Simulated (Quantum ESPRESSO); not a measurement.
## The electronic dielectric constant of MgO, sorted by core time

It takes space group Fm-3m (No. 225, cubic). Conventional cell: a = 4.194 Å, b = 4.194 Å, c = 4.194 Å, α = 90.00°, β = 90.00°, γ = 90.00°. Around Mg (site symmetry m-3m) lie 6 O at 2.10 Å. Around O (site symmetry m-3m) lie 6 Mg at 2.10 Å.

| rung | level | program and potentials | cutoff (eV) | k mesh | task | core time | chip | electronic dielectric constant | miss | notes |
| --- | --- | --- | --- | --- | --- | --- | --- | --- | --- | --- |
| LDA | LDA | Quantum ESPRESSO, PseudoDojo 0.4.1 SR LDA standard | 1143 | 4 × 4 × 4, shifted | phonons | 55 s | Intel Xeon | 3.17 | +7.5 % | coarse mesh; 8 valence electrons an atom on average; cell relaxed first (9.00 Å³/atom) |
| GGA | PBEsol | Quantum ESPRESSO, PseudoDojo 0.4.1 SR PBEsol standard | 1143 | 4 × 4 × 4, shifted | phonons | 62 s | Intel Xeon | 3.23 | +9.5 % | coarse mesh; 8 valence electrons an atom on average; cell relaxed first (9.35 Å³/atom) |
| GGA | PBE | Quantum ESPRESSO, GBRV 1.5 PBE | 612 | 6 × 6 × 6, shifted | phonons | 88 s | Arm Neoverse V1 | 3.19 | +8.1 % | 8 valence electrons an atom on average |
| GGA | PBEsol | Quantum ESPRESSO, GBRV 1.5 PBEsol | 612 | 6 × 6 × 6, shifted | phonons | 1.9 min | Intel Xeon Platinum 8375C Ice Lake | 3.25 | +10.2 % | 8 valence electrons an atom on average; cell relaxed first (9.36 Å³/atom) |
| LDA | LDA | Quantum ESPRESSO, GBRV 1.5 LDA | 612 | 6 × 6 × 6, shifted | phonons | 1.9 min | Intel Xeon Platinum 8375C Ice Lake | 3.19 | +8.1 % | 8 valence electrons an atom on average; cell relaxed first (9.01 Å³/atom) |
| GGA | WC | Quantum ESPRESSO, GBRV 1.5 PBE | 612 | 6 × 6 × 6, shifted | phonons | 2 min | Intel Xeon Platinum 8375C Ice Lake | 3.25 | +10.2 % | potentials made for PBE; 8 valence electrons an atom on average; cell relaxed first (9.40 Å³/atom) |
| GGA | revPBE | Quantum ESPRESSO, GBRV 1.5 PBE | 612 | 6 × 6 × 6, shifted | phonons | 2.2 min | Intel Xeon Platinum 8375C Ice Lake | 3.23 | +9.5 % | potentials made for PBE; 8 valence electrons an atom on average; cell relaxed first (9.85 Å³/atom) |
| GGA | AM05 | Quantum ESPRESSO, PseudoDojo 0.4.1 SR PBE standard | 1143 | 8 × 8 × 8, shifted | dielectric tensor | 3 min | Arm Neoverse V1 | 3.22 | +9.2 % | potentials made for PBE; 8 valence electrons an atom on average |
| GGA | PBE | Quantum ESPRESSO, PseudoDojo 0.4.1 SR PBE standard | 1143 | 8 × 8 × 8, shifted | dielectric tensor | 3.1 min | Arm Neoverse V1 | (a) | ? | 8 valence electrons an atom on average |
| GGA | PBEsol | Quantum ESPRESSO, PseudoDojo 0.4.1 SR PBEsol standard | 1143 | 8 × 8 × 8, shifted | dielectric tensor | 3.1 min | Arm Neoverse V1 | 3.22 | +9.2 % | 8 valence electrons an atom on average |
| GGA | WC | Quantum ESPRESSO, PseudoDojo 0.4.1 SR PBE standard | 1143 | 8 × 8 × 8, shifted | dielectric tensor | 3.1 min | Arm Neoverse V1 | (b) | ? | potentials made for PBE; 8 valence electrons an atom on average |
| LDA | LDA | Quantum ESPRESSO, PseudoDojo 0.4.1 SR LDA standard | 1143 | 8 × 8 × 8, shifted | dielectric tensor | 3.1 min | Arm Neoverse V1 | 3.20 | +8.5 % | 8 valence electrons an atom on average |
| GGA | BLYP | Quantum ESPRESSO, PseudoDojo 0.4.1 SR PBE standard | 1143 | 8 × 8 × 8, shifted | dielectric tensor | 3.3 min | Arm Neoverse V1 | 3.09 | +4.7 % | potentials made for PBE; 8 valence electrons an atom on average |
| GGA | PBE | Quantum ESPRESSO, SPMS 1.0 PBE | 1197 | 6 × 6 × 6, shifted | phonons | 3.6 min | Arm Neoverse V1 | 3.20 | +8.5 % | 8 valence electrons an atom on average |
| GGA | PBE | Quantum ESPRESSO, SSSP 1.3 efficiency PBE | 748 | 6 × 6 × 6, shifted | phonons and Raman activities | 6.4 min | Arm Neoverse V2 | 3.16 | +7.1 % | coarse mesh; 4 valence electrons an atom on average; cell relaxed first (9.58 Å³/atom) |
| GGA | PBEsol | Quantum ESPRESSO, GBRV 1.5 PBEsol | 612 | 4 × 4 × 4, shifted | phonon dispersion | 14 min | Arm Neoverse V1 | 3.24 | +9.8 % | coarse mesh; 8 valence electrons an atom on average; cell relaxed first (9.36 Å³/atom) |
| GGA | PBE | Quantum ESPRESSO, GBRV 1.5 PBE | 612 | 4 × 4 × 4, shifted | phonon dispersion | 14 min | Arm Neoverse V1 | 3.24 | +9.8 % | coarse mesh; 8 valence electrons an atom on average; cell relaxed first (9.63 Å³/atom) |
| LDA | LDA | Quantum ESPRESSO, GBRV 1.5 LDA | 612 | 4 × 4 × 4, shifted | phonon dispersion | 14 min | Arm Neoverse V1 | 3.19 | +8.1 % | coarse mesh; 8 valence electrons an atom on average; cell relaxed first (9.01 Å³/atom) |

Times are single runs on shared hosts and different chips, so they are rough; meshes, cutoffs and the tasks' sizes weigh on the time. All rows: no spin polarisation. Meshes differ between rows, which moves values too. All levels ran on this one cell, unrelaxed unless noted. Meshes are those of the run's cell of 2 atoms unless a note names another. Misses use the values as printed. Runs on faulty files, with rough fits or with known faults for this quantity aren't shown. No row holds spin-orbit coupling.

Measured: 2.95 at 295 K (arxiv:0704.2267). The runs are for a static lattice.

**Question.** Estimate the values left out from the other rows.

**Answer.** (a) 3.18, miss +7.8 %; (b) 3.21, miss +8.8 %.
